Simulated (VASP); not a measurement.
# Co (Fm-3m) in VASP: equation of state

How stiff is Co in PBE, and what volume does it want? The cell is scaled to several volumes.

All numbers are computed with VASP 6.6.1; they aren't measurements. Logs are shortened: lines on timing, memory, paths and dates and some standing lists are left out, and cuts for length are marked.

## Step 1: The structure

It takes space group Fm-3m (No. 225, cubic). The conventional cell has a = 3.513 Å, b = 3.513 Å, c = 3.513 Å, α = 90.00°, β = 90.00°, γ = 90.00°. Co (site symmetry m-3m) is surrounded by 12 Co at 2.48 Å.

This isn't the form of Co at room conditions, which is hcp.

## Step 2: Equation of state, PBE, collinear spin, ferromagnetic start, 10.19 Å³/atom (volume scaled by 0.94)

The input, INCAR:

```
SYSTEM = Co
ALGO = Normal
EDIFF = 1E-7
ENCUT = 520
GGA = PE
ISIF = 2
ISMEAR = -1
ISPIN = 2
LASPH = .True.
LCHARG = .False.
LMAXMIX = 4
LORBIT = 11
LREAL = .False.
LWAVE = .False.
MAGMOM = 2
NBANDS = 14
NELM = 120
PREC = Accurate
SIGMA = 0.05
```

The input, KPOINTS:

```
k-points
0
Gamma
  13 13 13
  0 0 0
```

The input, POSCAR:

```
Co
1.0
    0.0000000000      1.7207970253      1.7207970253
    1.7207970253      0.0000000000      1.7207970253
    1.7207970253      1.7207970253      0.0000000000
Co
1
Direct
    0.0000000000      0.0000000000      0.0000000000
```

Potentials or basis: VASP PAW PBE potentials, release 64 (Co).

Started as:

```sh
$ cat potpaw_PBE.64/Co/POTCAR > POTCAR
$ mpirun -np 1 vasp_std > vasp.out
```

OUTCAR:

```text
SYSTEM = Co
   EDIFF = 1E-7
   ENCUT = 520
   GGA = PE
   ISIF = 2
   ISMEAR = -1
   ISPIN = 2
   LASPH = .True.
   LORBIT = 11
   LREAL = .False.
   NELM = 120
   PREC = Accurate

 ion  position               nearest neighbor table
   1  0.000  0.000  0.000-

  LATTYP: Found a face centered cubic cell.
 ALAT       =     3.4415940506

  Lattice vectors:

 A1 = (   0.0000000000,   1.7207970253,   1.7207970253)
 A2 = (   1.7207970253,   0.0000000000,   1.7207970253)
 A3 = (   1.7207970253,   1.7207970253,   0.0000000000)

Analysis of symmetry for initial positions (statically):
=====================================================================
 Subroutine PRICEL returns:
 Original cell was already a primitive cell.

 Routine SETGRP: Setting up the symmetry group for a
 face centered cubic supercell.

 Subroutine GETGRP returns: Found 48 space group operations
 (whereof 48 operations were pure point group operations)
 out of a pool of 48 trial point group operations.

The static configuration has the point symmetry O_h .

Analysis of symmetry for dynamics (positions and initial velocities):
=====================================================================
 Subroutine PRICEL returns:
 Original cell was already a primitive cell.

 Routine SETGRP: Setting up the symmetry group for a
 face centered cubic supercell.

 Subroutine GETGRP returns: Found 48 space group operations
 (whereof 48 operations were pure point group operations)
 out of a pool of 48 trial point group operations.

The dynamic configuration has the point symmetry O_h .

Analysis of structural, dynamic, and magnetic symmetry:
=====================================================================
 Subroutine PRICEL returns:
 Original cell was already a primitive cell.

 Routine SETGRP: Setting up the symmetry group for a
 face centered cubic supercell.

 Subroutine GETGRP returns: Found 48 space group operations
 (whereof 48 operations were pure point group operations)
 out of a pool of 48 trial point group operations.

The overall configuration has the point symmetry O_h .

 Subroutine INISYM returns: Found 48 space group operations
 (whereof 48 operations are pure point group operations),
 and found     1 'primitive' translations

----------------------------------------------------------------------------------------

                                     Primitive cell

  volume of cell :      10.1911

  direct lattice vectors                    reciprocal lattice vectors
     0.000000000  1.720797025  1.720797025    -0.290563031  0.290563031  0.290563031
     1.720797025  0.000000000  1.720797025     0.290563031 -0.290563031  0.290563031
     1.720797025  1.720797025  0.000000000     0.290563031  0.290563031 -0.290563031

  length of vectors
     2.433574491  2.433574491  2.433574491     0.503269933  0.503269933  0.503269933

  position of ions in fractional coordinates (direct lattice)
     0.000000000  0.000000000  0.000000000

  ion indices of the primitive-cell ions
   primitive index   ion index
                 1           1

----------------------------------------------------------------------------------------

 KPOINTS: k-points

Automatic generation of k-mesh.
 Grid dimensions read from file:
 generate k-points for:   13   13   13

 Generating k-lattice:

  Cartesian coordinates                     Fractional coordinates (reciprocal lattice)
    -0.022351002  0.022351002  0.022351002     0.076923077  0.000000000  0.000000000
     0.022351002 -0.022351002  0.022351002     0.000000000  0.076923077  0.000000000
     0.022351002  0.022351002 -0.022351002     0.000000000  0.000000000  0.076923077

  Length of vectors
     0.038713072  0.038713072  0.038713072

  Shift w.r.t. Gamma in fractional coordinates (k-lattice)
     0.000000000  0.000000000  0.000000000

 Subroutine IBZKPT returns following result:
 ===========================================

 Found     84 irreducible k-points:

 Following reciprocal coordinates:
            Coordinates               Weight
  0.000000  0.000000  0.000000      1.000000
  0.076923  0.000000  0.000000      8.000000
  0.153846  0.000000  0.000000      8.000000
  0.230769  0.000000  0.000000      8.000000
  0.307692  0.000000  0.000000      8.000000
  0.384615  0.000000  0.000000      8.000000
[... 42 lines left out ...]
 -0.461538  0.461538  0.000000     12.000000
  0.230769  0.153846  0.076923     24.000000
 [... further k-points ...]
   k-points           NKPTS =     84   k-points in BZ     NKDIM =     84   number of bands    NBANDS=     14
   number of dos      NEDOS =    301   number of ions     NIONS =      1
   total plane-waves  NPLWV =   5832
   dimension x,y,z NGX =    18 NGY =   18 NGZ =   18
   dimension x,y,z NGXF=    36 NGYF=   36 NGZF=   36
   ions per type =               1
   NGX,Y,Z   is equivalent  to a cutoff of  12.30, 12.30, 12.30 a.u.
   NGXF,Y,Z  is equivalent  to a cutoff of  24.59, 24.59, 24.59 a.u.
 SYSTEM =  Co
   PREC   = accura    normal or accurate (medium, high low for compatibility)
   ISTART =      0    job   : 0-new  1-cont  2-samecut
   ICHARG =      2    charge: 1-file 2-atom 10-const
   ISPIN  =      2    spin polarized calculation?
   LNONCOLLINEAR =      F non collinear calculations
   LSORBIT =      F    spin-orbit coupling
   LASPH  =      T    aspherical Exc in radial PAW
   ENCUT  =  520.0 eV  38.22 Ry    6.18 a.u.   4.52  4.52  4.52*2*pi/ulx,y,z
   NELM   =    120;   NELMIN=  2; NELMDL= -5     # of ELM steps
   EDIFF  = 0.1E-06   stopping-criterion for ELM
   LREAL  =      F    real-space projection
   EDIFFG = 0.1E-05   stopping-criterion for IOM
   NSW    =      0    number of steps for IOM
   IBRION =     -1    ionic relax: 0-MD 1-quasi-New 2-CG
   NFREE  =      0    steps in history (QN), initial steepest desc. (CG)
   ISIF   =      2    stress and relaxation
   ISYM   =      2    0-nonsym 1-usesym 2-fastsym
   POTIM  = 0.5000    time-step for ionic-motion
   TEBEG  =    0.0;   TEEND  =   0.0 temperature during run
   PSTRESS=    0.0 pullay stress
   NELECT =       9.0000    total number of electrons
   NUPDOWN=      -1.0000    fix difference up-down
   EMIN   =  10.00;   EMAX   =-10.00  energy-range for DOS
   EFERMI =   0.00;   METHOD = LEGACY
   ISMEAR =    -1;   SIGMA  =   0.05  broadening in eV -4-tet -1-fermi 0-gaus
   EFERMI_NEDOS =   21; number of points for ismear=-14 and -15
   IALGO  =     38    algorithm
   IMIX   =      4    mixing-type and parameters
     AMIX     =   0.40;   BMIX     =  1.00
     AMIX_MAG =   1.60;   BMIX_MAG =  1.00
  volume/ion in A,a.u.               =      10.19        68.77
  Fermi-wavevector in a.u.,A,eV,Ry     =   1.570662  2.968120 33.565281  2.466979
  Thomas-Fermi vector in A             =   2.672362
   LORBIT       =     11    0 simple, 1 ext, 2 COOP (PROOUT), +10 PAW based schemes
   GGA     = PE    functional components
   LHFCALC =     F    Hartree Fock is set to
   AEXX    =    0.0000 exact exchange contribution
   IVDW    =     0    specifies the selected vdW correction
   LEPSILON=     F    determine dielectric tensor
   LRPA    =     F    only Hartree local field effects (RPA)
 spin polarized calculation
  energy-cutoff  :      520.00
  volume of cell :       10.19
 maximum number of plane-waves:       290
 NGX is ok and might be reduce to    18
   NGX =  9   NGY =  9   NGZ =  9

 number of electron       8.9999995 magnetization       1.6141173

 Free energy of the ion-electron system (eV)
  ---------------------------------------------------
  ext. energy  EPLUGINS =         0.00000000
  ---------------------------------------------------
  free energy    TOTEN  =        -6.99651189 eV

  energy without entropy =       -6.98876767  energy(sigma->0) =       -6.99263978

 E-fermi :  11.2528     XC(G=0): -13.7770

 val. band max:       11.2217066853   @ k =   0.3077   0.1538   0.0769
 cond. band min:      11.2538559531   @ k =  -0.2308   0.2308   0.0000
 fundamental gap:      0.0321492678
 Fermi energy:        11.2527630485

 spin component 1

 k-point     1 :       0.0000    0.0000    0.0000
  band No.  band energies     occupation
      1       1.8754      1.00000
      2       8.4529      1.00000
      3       8.4529      1.00000
      4       8.4529      1.00000
      5       9.6221      1.00000
      6       9.6221      1.00000
      7      34.8288      0.00000
      8      39.6623      0.00000
      9      39.6623      0.00000
     10      39.6623      0.00000
     11      43.1817      0.00000
     12      43.1817      0.00000
     13      43.1817      0.00000
     14      45.3853      0.00000
[... 651 lines left out ...]
      3       9.2140      1.00000
      4       9.8408      1.00000
      5      10.6866      0.99999
      6      12.9917      0.00000
      7      23.6091      0.00000
      8      25.6632      0.00000
      9      28.8857      0.00000
     10      33.7399      0.00000
     11      40.4266      0.00000
     12      47.8079      0.00000
     13      51.5893      0.00000
     14      52.8239      0.00000

 [... further k-points ...]

 spin component 2

 k-point     1 :       0.0000    0.0000    0.0000
  band No.  band energies     occupation
      1       1.9154      1.00000
      2      10.0052      1.00000
      3      10.0052      1.00000
      4      10.0052      1.00000
      5      11.5772      0.00152
      6      11.5772      0.00152
      7      34.5529      0.00000
      8      39.8214      0.00000
      9      39.8214      0.00000
     10      39.8214      0.00000
     11      43.5157      0.00000
     12      43.5157      0.00000
     13      43.5157      0.00000
     14      45.1480      0.00000
[... 651 lines left out ...]
      3      10.4392      1.00000
      4      11.6755      0.00021
      5      12.5810      0.00000
      6      14.0361      0.00000
      7      24.0570      0.00000
      8      26.2020      0.00000
      9      29.1691      0.00000
     10      34.0667      0.00000
     11      40.8530      0.00000
     12      51.2367      0.00000
     13      51.7488      0.00000
     14      53.0229      0.00000

 [... further k-points ...]

------------------------ aborting loop because EDIFF is reached ----------------------------------------

 total charge

# of ion       s       p       d       tot
------------------------------------------
    1        0.519   0.581   7.303   8.402

 magnetization (x)

# of ion       s       p       d       tot
------------------------------------------
    1       -0.012  -0.047   1.678   1.619

  FORCE on cell =-STRESS in cart. coord.  units (eV):
  Direction    XX          YY          ZZ          XY          YZ          ZX
  --------------------------------------------------------------------------------------
  -------------------------------------------------------------------------------------
  Total        1.0294500      1.0294500      1.0294500      0.0000000     -0.0000000      0.0000000
  in kB      161.8441101    161.8441101    161.8441101      0.0000000     -0.0000000      0.0000000
  external PRESSURE =     161.8441101 kB  Pullay stress =       0.0000000 kB

 VOLUME and BASIS-vectors are now :
 -----------------------------------------------------------------------------
  energy-cutoff  :      520.00
  volume of cell :       10.19
      direct lattice vectors                 reciprocal lattice vectors
     0.000000000  1.720797025  1.720797025    -0.290563031  0.290563031  0.290563031
     1.720797025  0.000000000  1.720797025     0.290563031 -0.290563031  0.290563031
     1.720797025  1.720797025  0.000000000     0.290563031  0.290563031 -0.290563031

 POSITION                                       TOTAL-FORCE (eV/Angst)
 -----------------------------------------------------------------------------------
      0.00000      0.00000      0.00000        -0.000000      0.000000      0.000000
 -----------------------------------------------------------------------------------
    total drift:                                0.000000     -0.000000      0.000000

  FREE ENERGIE OF THE ION-ELECTRON SYSTEM (eV)
  ---------------------------------------------------
  free  energy   TOTEN  =        -6.9965118855 eV

  energy  without entropy=       -6.9887676663  energy(sigma->0) =       -6.99263978

 total charge

# of ion       s       p       d       tot
------------------------------------------
    1        0.519   0.581   7.303   8.402

 magnetization (x)

# of ion       s       p       d       tot
------------------------------------------
    1       -0.012  -0.047   1.678   1.619
```

It took 37 s on 1 thread of AMD EPYC 7R43 (Zen 3), shared host; peak memory 0.09 GiB.

What came out:

| Quantity | Value |
| --- | --- |
| Free energy | -6.9965 eV |
| Pressure | 16.2 GPa |
| Band gap on the k mesh | none (metal or under the smearing width) |
| Net moment | 1.61 μB per cell |
| Site moments | Co +1.62 μB |
| Valence electrons inside the program's atomic spheres | Co 8.40 |

## Step 3: Equation of state, PBE, collinear spin, ferromagnetic start, 10.41 Å³/atom (volume scaled by 0.96)

The input, INCAR:

```
PREC = Accurate
ENCUT = 520
EDIFF = 1E-7
ISMEAR = -1
SIGMA = 0.05
LREAL = F
LASPH = T
NELM = 100
ALGO = Normal
ISIF = 2
LWAVE = F
LCHARG = F
ISPIN = 2
MAGMOM = 2
LORBIT = 11
LMAXMIX = 4
GGA = PE
NBANDS = 14
```

The input, KPOINTS:

```
Automatic mesh
0
Gamma
  13 13 13
```

The input, POSCAR:

```
Co
1.0
    0.0000000000      1.7329157135      1.7329157135
    1.7329157135      0.0000000000      1.7329157135
    1.7329157135      1.7329157135      0.0000000000
Co
1
Direct
    0.0000000000      0.0000000000      0.0000000000
```

Potentials or basis: VASP PAW PBE potentials, release 64 (Co).

Started as:

```sh
$ cat potpaw_PBE.64/Co/POTCAR > POTCAR
$ mpirun -np 1 vasp_std > vasp.out
```

It took 44 s on 1 thread of AMD EPYC 7R43 (Zen 3), shared host; peak memory 0.1 GiB.

Results (log left out):

- Free energy: -7.0143 eV
- Pressure: 10.3 GPa
- Band gap on the k mesh: none (metal or under the smearing width)
- Net moment: 1.62 μB per cell
- Site moments: Co +1.63 μB
- Valence electrons inside the program's atomic spheres: Co 8.36

## Step 4: Equation of state, PBE, collinear spin, ferromagnetic start, 10.62 Å³/atom (volume scaled by 0.98)

The input, INCAR:

```
PREC     = Accurate       # precision mode
ENCUT    = 520            # plane-wave cutoff, eV
EDIFF    = 1E-7           # SCF threshold, eV
ISMEAR   = -1             # smearing method
SIGMA    = 0.05           # smearing width, eV
LREAL    = F              # projectors in reciprocal space
LASPH    = T              # aspherical terms in the spheres
NELM     = 120            # most SCF steps
ALGO     = Normal         # electronic algorithm
ISIF     = 2              # what is computed and relaxed
LWAVE    = F              # write WAVECAR
LCHARG   = F              # write CHGCAR
ISPIN    = 2              # spin polarisation
MAGMOM   = 2              # initial moments
LORBIT   = 11             # projections on sites
LMAXMIX  = 4              # l up to which the mixer works
GGA      = PE             # functional
NBANDS   = 14             # bands
```

KPOINTS is that of step 3.

The input, POSCAR:

```
Co
1.0
    0.0000000000      1.7448672340      1.7448672340
    1.7448672340      0.0000000000      1.7448672340
    1.7448672340      1.7448672340      0.0000000000
Co
1
Direct
    0.0000000000      0.0000000000      0.0000000000
```

Started as:

```sh
$ cat potpaw_PBE.64/Co/POTCAR > POTCAR
$ mpirun -np 1 vasp_std > vasp.out
```

Run time: 39 s. Hardware: 1 thread of AMD EPYC 7R43 (Zen 3), shared host; peak memory 0.1 GiB.

The run converged. Its results:

```
Free energy                                           : -7.0246 eV
Pressure                                              : 5.1 GPa
Band gap on the k mesh                                : none (metal or under the smearing width)
Net moment                                            : 1.62 μB per cell
Site moments                                          : Co +1.64 μB
Valence electrons inside the program's atomic spheres : Co 8.31
```

## Step 5: Equation of state, PBE, collinear spin, ferromagnetic start, 11.06 Å³/atom (volume scaled by 1.02)

The input, INCAR:

```
SYSTEM = Co
  PREC = Accurate
  ENCUT = 520
  EDIFF = 1E-7
  ISMEAR = -1
  SIGMA = 0.05
  LREAL = .False.
  LASPH = .True.
  NELM = 150
  ALGO = Normal
  ISIF = 2
  LWAVE = .False.
  LCHARG = .False.
  ISPIN = 2
  MAGMOM = 2
  LORBIT = 11
  LMAXMIX = 4
  GGA = PE
  NBANDS = 14
```

The input, KPOINTS:

```
regular mesh
0
Gamma
  13 13 13
  0 0 0
```

The input, POSCAR:

```
Co
1.0
    0.0000000000      1.7682910658      1.7682910658
    1.7682910658      0.0000000000      1.7682910658
    1.7682910658      1.7682910658      0.0000000000
Co
1
Direct
    0.0000000000      0.0000000000      0.0000000000
```

Started as:

```sh
$ cat potpaw_PBE.64/Co/POTCAR > POTCAR
$ mpirun -np 1 vasp_std > vasp.out
```

Wall time 54 s (1 thread of AMD EPYC 7R43 (Zen 3), shared host); peak memory 0.1 GiB.

Results (log left out):

```yaml
Free_energy: -7.0259 eV
Pressure: -3.8 GPa
Band_gap_on_the_k_mesh: none (metal or under the smearing width)
Net_moment: 1.63 μB per cell
Site_moments: Co +1.66 μB
Valence_electrons_inside_the_program's_atomic_spheres: Co 8.23
```

## Step 6: Equation of state, PBE, collinear spin, ferromagnetic start, 11.28 Å³/atom (volume scaled by 1.04)

The input, INCAR:

```
SYSTEM = Co
PREC = Accurate
ENCUT = 520
EDIFF = 1E-7
ISMEAR = -1
SIGMA = 0.05
LREAL = .False.
LASPH = .True.
NELM = 120
ALGO = Normal
ISIF = 2
LWAVE = .False.
LCHARG = .False.
ISPIN = 2
MAGMOM = 2
LORBIT = 11
LMAXMIX = 4
GGA = PE
NBANDS = 14
```

KPOINTS is that of step 5.

The input, POSCAR:

```
Co
1.0
    0.0000000000      1.7797737970      1.7797737970
    1.7797737970      0.0000000000      1.7797737970
    1.7797737970      1.7797737970      0.0000000000
Co
1
Direct
    0.0000000000      0.0000000000      0.0000000000
```

Potentials or basis: VASP PAW PBE potentials, release 64 (Co).

Started as:

```sh
$ cat potpaw_PBE.64/Co/POTCAR > POTCAR
$ mpirun -np 1 vasp_std > vasp.out
```

Run time: 62 s. Hardware: 1 thread of AMD EPYC 7R43 (Zen 3), shared host; peak memory 0.1 GiB.

Results (log left out):

- Free energy: -7.0182 eV
- Pressure: -7.5 GPa
- Band gap on the k mesh: none (metal or under the smearing width)
- Net moment: 1.64 μB per cell
- Site moments: Co +1.66 μB
- Valence electrons inside the program's atomic spheres: Co 8.20

## Step 7: Equation of state, PBE, collinear spin, ferromagnetic start, 11.49 Å³/atom (volume scaled by 1.06)

The input, INCAR:

```
PREC = Accurate
ENCUT = 520
EDIFF = 1E-7
ISMEAR = -1
SIGMA = 0.05
LREAL = F
LASPH = T
NELM = 100
ALGO = Normal
ISIF = 2
LWAVE = F
LCHARG = F
ISPIN = 2
MAGMOM = 2
LORBIT = 11
LMAXMIX = 4
GGA = PE
NBANDS = 14
```

The input, KPOINTS:

```
regular mesh
0
Gamma
  13 13 13
```

The input, POSCAR:

```
Co
1.0
    0.0000000000      1.7911102415      1.7911102415
    1.7911102415      0.0000000000      1.7911102415
    1.7911102415      1.7911102415      0.0000000000
Co
1
Direct
    0.0000000000      0.0000000000      0.0000000000
```

Started as:

```sh
$ cat potpaw_PBE.64/Co/POTCAR > POTCAR
$ mpirun -np 1 vasp_std > vasp.out
```

It took 48 s on 1 thread of AMD EPYC 7R43 (Zen 3), shared host; peak memory 0.11 GiB.

The run converged. Its results:

| Item | Value |
| --- | --- |
| Free energy | -7.0058 eV |
| Pressure | -10.8 GPa |
| Band gap on the k mesh | none (metal or under the smearing width) |
| Net moment | 1.64 μB per cell |
| Site moments | Co +1.67 μB |
| Valence electrons inside the program's atomic spheres | Co 8.17 |

## Step 8: Equation of state, PBE, collinear spin, ferromagnetic start

No new run: the results of the series are fitted here.

Results:

```yaml
Equilibrium_volume: 10.86 Å³/atom
Bulk_modulus: 218 GPa
Pressure_derivative_of_the_bulk_modulus: 4.8
```

Energy against volume, from the lowest point:
| volume (Å³/atom) | energy (meV/atom) |
| --- | --- |
| 10.191 | 31.75 |
| 10.408 | 13.92 |
| 10.625 | 3.62 |
| 10.842 | 0.00 |
| 11.058 | 2.35 |
| 11.275 | 10.02 |
| 11.492 | 22.42 |
